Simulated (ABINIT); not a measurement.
Runs of ABINIT 10.8.3 (patched build) on Ni. Symmetry: P6_3/mmc, No. 194, hexagonal system. The conventional cell has a = 2.448 Å, b = 2.448 Å, c = 4.073 Å, α = 90.00°, β = 90.00°, γ = 120.00°. Ni (site symmetry -6m2) is surrounded by 12 Ni at 2.45 to 2.48 Å. This isn't the form of Ni at room conditions, which is fcc.

```tsv
task	level	potentials or basis	cell	k mesh	cutoff (eV)	smearing	cell freedom (optcell)	optimiser (ionmov)	cutoff smearing ecutsm (Ha)	force stop (Ha/bohr)	fine-grid cutoff	gap on the mesh (eV)	pressure (GPa)	moment (μB)
relaxation of cell and atoms	PBEsol	Ansatz PAW PBE default generated set, frozen core	relaxed	9 × 9 × 5	419	fermi-dirac 0.05 eV	2	2	0.5	2e-05	838.111 eV	none	0.0	1.08
phonons	PBEsol	Ansatz PAW PBE default generated set, frozen core	cell relaxed at zero pressure by an earlier run	14 × 14 × 8	419	fermi-dirac 0.136 eV	-	-	0.5	-	838.111 eV	none	(a)	1.19
single point	PBEsol	Ansatz PAW PBE default generated set, frozen core	cell relaxed	9 × 9 × 5	419	fermi-dirac 0.05 eV	-	-	-	-	838.111 eV	none	0.0	1.08
optical spectrum	LDA	PseudoDojo NC SR LDA v0.4.1 standard	as given	20 × 20 × 12, shifted	1252	methfessel-paxton 0.136 eV	-	-	-	-	-	-	(b)	1.24
single point	LDA	PseudoDojo NC SR LDA v0.4.1 standard	as given	9 × 9 × 5	1252	fermi-dirac 0.05 eV	-	-	-	-	-	none	-12.2	1.08
```

Alike in all rows: spin collinear, ferromagnetic start.

Fill in the values left out.

(a) 1.2; (b) -12.0.

Caveats: the PAW data sets were made with another functional, which shifts forces and pressure a little (some runs); the atomic spheres overlap (some runs); this build's spin-polarised response under this functional may be imprecise (some runs); the intraband (Drude) term is left out (some runs); spectra need much finer meshes, so this one isn't converged (some runs); independent-particle spectra lack excitons (some runs).

A gap of «none» marks a metal or a gap under the smearing width.
